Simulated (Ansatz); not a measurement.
# One structure, 3 elements: CaO, CaS, CaSe

Plane-wave DFT in Ansatz with scalar-relativistic PAW potentials, cutoff 420 eV, Γ-centred meshes chosen by cell and gap, Gaussian smearing with energies taken to zero width. Every cell was relaxed (cell and atoms) in a run of its own, within the symmetry of its start. Functional: PBEsol.

All members share space group Fm-3m and the same sites; only the element on one set of sites changes (O, S, Se). Members needn't be the stable form of their composition. Energies over the elements, where given, are against the elements' standard states in the same functional (H₂, N₂, O₂ and halogens uncorrected, Hg as a solid). The first member:

Space group Fm-3m (No. 225). a = 4.767 Å, b = 4.767 Å, c = 4.767 Å, α = 90.00°, β = 90.00°, γ = 90.00°
| atom | site | symmetry | x | y | z |
| --- | --- | --- | --- | --- | --- |
| Ca | 4a | m-3m | 0.0000 | 0.0000 | 0.0000 |
| O | 4b | m-3m | 0.5000 | 0.0000 | 0.0000 |

**Question.** How do size, gap and binding change down the group?

**Answer.**
```csv
compound,V (Å³/atom),a (Å),gap on mesh (eV),energy over elements (eV/atom)
CaO,13.54,4.767,3.54,-3.044
CaS,22.34,5.633,2.16,-2.214
CaSe,25.28,5.870,1.88,-2.050
```

Over the series the volume grows at each step down the group; the gap narrows; binding against the elements weakens. The p levels of the anion rise down the group and lift the valence band, the usual cause of such narrowing. Less electronegative, larger anions gain less from charge transfer and lattice energy, in line with the weaker binding.